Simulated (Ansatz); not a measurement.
Pressure series in CsCl

Take CsCl in the CsCl type structure (space group Pm-3m, No. 221; a = 4.205 Å) as the base.

Cell and atoms are relaxed at each pressure.

Level of theory: Ansatz (a first-principles code) PBE, spin-orbit coupling left out.

```tsv
pressure (GPa)	volume per atom (Å³/atom)
-2	48.968
-1	40.505
0	37.184
0.3	36.458
0.7	?
3	32.204
5	30.283
7.5	28.535
10	27.194
```

Q: Fit the third-order Birch–Murnaghan form P(V) = (3B₀/2)[(V₀/V)^(7/3) − (V₀/V)^(5/3)]·[1 + (3/4)(B₀′ − 4)((V₀/V)^(2/3) − 1)] (squares taken in P) to the rows shown and predict the withheld row.

A: Least squares on the printed values gives V₀ = 37.193 Å³/atom, B₀ = 14.5 GPa, B₀′ = 5.0; this predicts 35.615 Å³/atom, and the run gives 35.598 Å³/atom, 0.017 lower.

Measured bulk modulus of CsCl: 18.2 GPa (room temperature; as listed in Solovyeva, Alisa, von Lilienfeld, O. Anatole, arXiv (2016)); the computed value is for a static lattice, so the two differ by thermal effects too.

Load acts through the strain it causes; cell and atoms are relaxed under it. No phonon test of stability was made. Competing high-pressure phases were not computed.
